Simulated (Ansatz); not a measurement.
# ScAlN2 (ordered alloy on rocksalt lattice): independent-particle optics, part 3 of 3

How does ScAlN2 (ordered alloy on rocksalt lattice) absorb light if electrons and holes don't interact? Plan: HSE06 for the gap; optics with PBE on 8×8×8; optics with r2SCAN on 8×8×8; optics with PBE and scissors to the HSE06 gap on 8×8×8.

Ansatz 0.2.0; plane waves, PAW; no local fields, no excitons. Earlier steps stand in the parts before.

## 5. Optics, PBE + 1.32 eV scissors

The scissors of 1.324 eV comes from the difference of HSE06 and PBE direct gaps in separate runs.

input.yaml reads:

```yaml
crystal:
  lattice:
    - [1.5184655389, 0.8766864876, 4.9153867985]
    - [-1.5184655389, 0.8766864876, 4.9153867985]
    - [0.0, -1.7533729753, 4.9153867985]
  atoms:
    - { symbol: Sc, position: [1.0, 0.0, 0.0] }
    - { symbol: Al, position: [0.5, 0.5, 0.5] }
    - { symbol: "N", position: [0.2433103314, 0.2433103314, 0.2433103314] }
    - { symbol: "N", position: [0.7566896686, 0.7566896686, 0.7566896686] }
kpoints:
  mp_grid: { grid: [8, 8, 8] }
hamiltonian:
  xc: pbe
scf:
  occupations: { method: fixed }
output:
  optics:
    e_range: [0, 12]
    de: 0.05
    sigma: 0.1
    bands: { spectra_wanted_up_to: 12 }
    scissors: 1.324
```

On the command line:

```bash
$ ansatz run input.yaml --threads 4 --pin off --max-ram 3686MiB --backend cpu --events-out ev --progress --plain --runs-dir out
```

Output:

```text
Warning: RAYON_NUM_THREADS=4 ignored (pool sized by the plan → 4); use --threads N
basis.fft_grid_basis auto: the FFT boxes are laid along the combinations [[1, 0, -1], [0, 1, -1], [0, 0, 1]] of the cell's own vectors, 3.037, 3.037 and 5.219 Å long. The dense box has 24×24×36 points. Along the cell's own vectors, as sized, it would have 36×36×36, 2.25 times as many. Of the 12 symmetry operations that the crystal satisfies within crystal.symmetry.tolerance (time reversal apart; of a slab, those that keep its plane) the dense box along the cell's own vectors carries 12, and the one as laid loses 8 of those. basis.fft_grid_basis: typed keeps the cell's own vectors: state it where this run's energies or levels are differenced outside the engine with another run's, or held beside a run that keeps those vectors.
Engine: ansatz 0.2.0, aarch64-unknown-linux-gnu
Pseudopotentials: kind: paw
Pseudopotential: Sc, paw, valence charge 11, recommended cutoff 420 eV (normal), Sc.paw.azcp
Pseudopotential: Al, paw, valence charge 3, recommended cutoff 420 eV (normal), Al.paw.azcp
Pseudopotential: N, paw, valence charge 5, recommended cutoff 420 eV (normal), N.paw.azcp
Functional definition: PBE
  parameter kappa = 0.804
  parameter beta = 0.06672455060314922
  exchange = pbe_x(kappa = kappa, mu = beta*pi^2/3)
  correlation = pbe_c(beta = beta)
Crystal: 4 atoms, lattice volume = 39.261 Å³
Basis set: ecut = 420 eV, 773 PW (Γ), FFT grids on a1−a3, a2−a3, a3
Bands: 16, of which v1, the nominal top of the filled ones, is band 12 counted from 1 (11 counted from 0)
Symmetry: 12 space group operations
Space group: R-3m (ITA 166), of the structure as read, at distance tolerance 3.4e-5 Å
k-points: 65 of 512
Non-local potential: Sc, projectors of the file, l = 0: 3, l = 1: 2, l = 2: 3, l = 3: 1
Non-local potential: Al, projectors of the file, l = 0: 2, l = 1: 2, l = 2: 1
Non-local potential: N, projectors of the file, l = 0: 2, l = 1: 2, l = 2: 1
PAW form: soft (Blöchl's): semilocal exchange-correlation on the pseudo side does not see the compensation charge
PAW one-centre angular grid: Sc, 590 points (default); XC on 64 Gauss nodes
PAW one-centre angular grid: Al, 110 points (default); XC on 64 Gauss nodes
PAW one-centre angular grid: N, 110 points (default); XC on 64 Gauss nodes
Initial density: superposition of atomic densities (neutral atoms: chi_scale 0, normalization atom), corrected by the library's trained network
Initial wavefunctions: pseudopotential atomic-orbital guess
Functional: x = pbe(κ = 0.804, μ = 0.2195149727645171), c = pbe(β = 0.06672455060314922)
SCF iter   1: F=—  HF=-3447.186748 eV  |F-HF|=—  |Δ(HF+E_count)|=         —  Δρ=1.85e-3  dr2=1.54e-3  ethr=1.77e-3  ⟨swp⟩=3.9  Hψ=4670  notcnv=0  defer=64
preconditioner: auto → none  [insulator: Δε(μ)=0.769 eV  Ē_g=15.836 eV  n_scr=8 (ndim 8)  ℏωp=27.8 eV  f_vac=0.000  ε∞_Penn≈4.1]
SCF iter   2: F=—  HF=-3447.186409 eV  |F-HF|=—  |Δ(HF+E_count)|=   3.39e-4  Δρ=1.38e-3  dr2=1.12e-3  ethr=6.40e-6  ⟨swp⟩=2.5  Hψ=2207  notcnv=0  defer=125
SCF iter   3: F=—  HF=-3447.186232 eV  |F-HF|=—  |Δ(HF+E_count)|=   1.77e-4  Δρ=6.50e-4  dr2=1.55e-4  ethr=4.65e-6  ⟨swp⟩=2.0  Hψ=1531  notcnv=0  defer=125
SCF iter   4: F=—  HF=-3447.186250 eV  |F-HF|=—  |Δ(HF+E_count)|=   1.73e-5  Δρ=1.93e-4  dr2=1.20e-5  ethr=6.48e-7  ⟨swp⟩=2.7  Hψ=1535  notcnv=0  defer=16
SCF iter   5: F=—  HF=-3447.186255 eV  |F-HF|=—  |Δ(HF+E_count)|=   4.90e-6  Δρ=5.82e-5  dr2=4.71e-7  ethr=5.02e-8  ⟨swp⟩=2.1  Hψ=1442  notcnv=0
SCF iter   6: F=—  HF=-3447.186255 eV  |F-HF|=—  |Δ(HF+E_count)|=   4.54e-7  Δρ=7.58e-6  dr2=1.38e-8  ethr=1.96e-9  ⟨swp⟩=2.9  Hψ=1933  notcnv=0
SCF iter   7: F=—  HF=-3447.186255 eV  |F-HF|=—  |Δ(HF+E_count)|=   9.61e-9  Δρ=1.39e-6  dr2=4.56e-10  ethr=5.74e-11  ⟨swp⟩=2.3  Hψ=1649  notcnv=0
SCF iter   8: F=—  HF=-3447.186255 eV  |F-HF|=—  |Δ(HF+E_count)|=  4.32e-11  Δρ=3.11e-7  dr2=1.32e-11  ethr=1.90e-12  ⟨swp⟩=2.0  Hψ=1820  notcnv=0
SCF iter   9: F=-3447.186255 eV  HF=-3447.186255 eV  |F-HF|=1.82e-12  |Δ(HF+E_count)|=  2.14e-11  Δρ=3.43e-8  dr2=1.88e-13  ethr=1.00e-12  ⟨swp⟩=3.2  Hψ=3164  notcnv=0
SCF 1 converged in 9 iterations: F = -3447.186255 eV  dr2 = 1.88e-13
NSCF: frozen V_eff on 65 k-points
Optics k sum: 0 of 65 k-points
[...]
NSCF: frozen V_eff on 1 k-points
NSCF: frozen V_eff on 1 k-points
NSCF: frozen V_eff on 1 k-points
output.optics: what the bands over the 25 summed would add to eps1, eps2 and the energy-loss function is held between a lower and an upper bound (9 Lanczos steps). eps1, eps2 and their loss function (loss_summed_bands) are given on every row as the summed bands alone make them. Along an axis, on a row where the two bounds hold the loss function to about 1 % of the greater of itself and 0.5 % of |1/eps|, its cell (loss_completed) is given, with the completed eps1 and eps2 that it is formed of (a cell that is left empty reads nan in the table and null in the record). The two bounds hold it so along every axis on all 241 rows up to 12.000 eV. The run works to bound the rows up to 12.000 eV and no higher ones: a peak of the loss function over that energy may be left empty with no warning. To have the run work for it, set output.optics.bands.spectra_wanted_up_to to a higher energy. perfect_screening_sum, loss_f_sum_n_eff and, beside carriers, perfect_screening_limit are those of loss_summed_bands: over the bounded function the two sums would run over rows that are not all bounded, and lack what the bands left out lay past the top of the energy grid. Bounded is said of the bands left out alone, which are those that the basis at basis.ecutwfc holds: it says nothing of that cutoff, of the k-point mesh, of what the sum inside its cells errs by (eps2_relative_error), of the factors of all_electron_strengths, nor of how far the SCF is converged. The bands left out are taken at the k-points, and what their mean over the points' cells stands off that by is in neither bound: the run's estimate of it, which the test of a row counts in, is 0.08 % of |eps| at the most among the values given; where the mean stood off by over 0.5 % the points' spread read 0.1 to 3 times that
SCF converged after 9 iterations
Free energy (F): -3447.186255 eV
Harris-Foulkes:  -3447.186255 eV  (|F-HF|=1.82e-12)
Internal energy: -3447.186255 eV  (E = F + TS)
E sigma→0 (E₀):  -3447.186255 eV
Fermi energy:    12.265157 eV
--- Per-component energies (eV) ---
  E_band       = -57.877837
  E_kinetic    = 557.362088
  E_local      = -1110.007326  (includes V_loc(G=0)·N_el)
  E_nonlocal   = 179.264783
  E_hartree    = 395.252011
  E_xc         = -270.008167
  E_vxc        = -318.753610  (∫ρ·V_xc dr)
  E_paw        = -1676.279711  (= ΣΔE_a)
  E_vpaw       = -156.247984  (= ΣTr[D̂ρ^β])
  E_aug_tail   = 0.000194  (compensation charges beyond the density's cutoff)
  E_ewald      = -1522.770127
  E_smearing   = -0.000000  (= −TS)
  E_closure    = -0.000000  (closes the sum)
  Σ components = -3447.186255   (vs F -3447.186255, Δ=0.00e0)
--- Band table (eV; the first three rows and the last of 65) ---
  k-point 0: bands = ["-36.0729", "-14.9043", "-14.4176", "-14.4176", "-3.6423", "-0.7358", "6.0040", "9.9484", "9.9484", "11.9205", "11.9205", "12.2652", "15.3226", "15.5035", "15.5035", "17.3370"]
  k-point 1: bands = ["-36.0571", "-14.8752", "-14.5341", "-14.4408", "-3.3802", "-0.7474", "6.3096", "9.3911", "9.8957", "10.8839", "11.6337", "11.8729", "15.2360", "15.6104", "15.9049", "17.4182"]
  k-point 2: bands = ["-36.0188", "-14.8172", "-14.7920", "-14.4962", "-2.6975", "-0.7389", "6.8569", "8.4060", "9.1169", "9.6342", "10.9020", "11.2944", "14.8100", "16.2856", "16.6392", "17.6932"]
  k-point 64: bands = ["-36.0727", "-14.9214", "-14.4178", "-14.4178", "-2.8605", "-1.8967", "8.3817", "9.0900", "10.3314", "10.3314", "11.3361", "11.3361", "15.2658", "15.6711", "15.6711", "17.7488"]
```

Wall time 16 s (4 threads of Arm Neoverse V1, shared host); peak memory 0.78 GiB.

From the head of optics.tsv:

```
# eps_inf(xx yy zz) = 6.858641 6.858641 6.942051
# eps_inf_bands = all
# eps_inf_summed_bands(xx yy zz) = 6.713000 6.713000 6.791132
# eps_inf_completed(xx yy zz) = 6.858641 6.858641 6.942051
# eps2_relative_error = 0.0010
# eps_inf_relative_error = 0.0042
# f_sum_n_eff(xx yy zz) = 15.106544 15.106544 15.077616 of n_electrons = 24.000000
# n_bands = 25
# n_bands_set_by = photon_energy
# valid_up_to_ev = 15.407280
# least_direct_gap_ev = 2.594704e0 at k(fractional) = 0.000000 -0.500000 -0.500000, k_point = 20, channel = 0, bands = 11 12 (counted from 0)
```

The dielectric function from optics.tsv (yy equals xx), one row in 4 (narrow peaks fall between the rows):

```csv
E (eV),ε₂ xx,ε₂ zz,ε₁ xx,ε₁ zz
3.55,0.00,0.00,9.90,10.66
3.75,0.08,0.29,11.22,13.05
3.95,1.87,5.76,12.50,13.45
4.15,3.29,5.46,13.26,11.10
4.35,5.61,6.12,13.34,11.50
4.55,8.24,8.50,12.40,11.06
4.75,9.37,10.35,10.19,7.48
4.95,11.04,8.45,8.82,5.20
5.15,10.60,6.79,4.78,4.62
5.35,8.85,6.02,3.10,4.97
5.55,6.32,5.69,2.24,4.93
5.75,4.82,5.18,3.07,4.99
5.95,4.03,4.86,3.93,5.34
6.15,3.70,4.82,4.78,5.73
6.35,3.65,4.97,5.54,6.07
6.55,3.77,5.03,6.43,6.41
6.75,4.49,5.60,7.37,7.04
6.95,5.79,6.49,7.95,7.12
7.15,7.02,7.26,7.38,7.23
7.35,7.83,8.57,6.77,6.61
7.55,8.10,9.15,6.15,5.78
7.75,8.61,9.77,5.93,4.91
7.95,9.42,10.20,5.43,3.64
8.15,10.51,9.97,4.27,2.75
8.35,10.08,9.71,3.11,1.51
8.55,11.50,9.60,2.67,0.66
8.75,10.56,8.11,-1.56,-0.46
8.95,7.76,7.22,-1.49,0.01
9.15,6.70,7.20,-1.14,0.15
9.35,5.79,7.00,-0.45,-0.07
9.55,5.70,6.84,0.25,-0.11
9.75,5.94,6.94,0.69,-0.14
9.95,6.74,7.34,0.67,-1.31
10.15,6.84,6.15,-0.78,-1.78
10.35,5.69,5.58,-0.82,-2.05
10.55,5.73,4.85,-0.61,-2.04
10.75,5.39,4.17,-0.98,-1.92
10.95,4.97,3.70,-0.91,-1.57
11.15,4.77,3.47,-0.63,-1.17
11.35,4.91,3.52,-0.54,-1.03
11.55,5.04,3.11,-0.62,-1.07
11.75,5.27,2.69,-0.84,-0.66
11.95,5.50,3.01,-1.99,0.23
```

Tallest peaks of ε₂ (mean of the periodic axes): 10.4 at 5.00 eV, 10.3 at 8.20 eV, 11.2 at 8.60 eV.

## 6. Comparison

```
                 level   mesh  least direct gap on the mesh (eV)                        ε∞  tallest peak of ε₂  time
                   PBE  8×8×8                               2.59  8.20 (xx, yy), 8.34 (zz)     11.2 at 7.30 eV  16 s
                r2SCAN  8×8×8                               3.08  7.12 (xx, yy), 7.20 (zz)     10.5 at 7.80 eV  22 s
PBE + 1.32 eV scissors  8×8×8                               3.92  6.86 (xx, yy), 6.94 (zz)     11.2 at 8.60 eV  16 s
```

## 7. What came out

This closing draws on all 3 parts.

| quantity | value |
| --- | --- |
| ε∞, PBE | 8.20 (xx, yy), 8.34 (zz) |
| ε∞, r2SCAN | 7.12 (xx, yy), 7.20 (zz) |
| ε∞, PBE + 1.32 eV scissors | 6.86 (xx, yy), 6.94 (zz) |
| tallest peak of ε₂, PBE | 11.2 at 7.30 eV |
| tallest peak of ε₂, r2SCAN | 10.5 at 7.80 eV |
| tallest peak of ε₂, PBE + 1.32 eV scissors | 11.2 at 8.60 eV |
| HSE06 direct gap | 3.88 eV |

**Reading.** From PBE to PBE + 1.32 eV scissors the direct gap grows from 2.59 to 3.92 eV, and ε∞ goes from 8.25 to 6.89 (mean of the axes): a wider gap screens less. The response is anisotropic: with PBE ε∞ is 8.20 (xx, yy), 8.34 (zz). Local fields and excitons are left out: both change ε∞, and without excitons the onset lacks its lines.
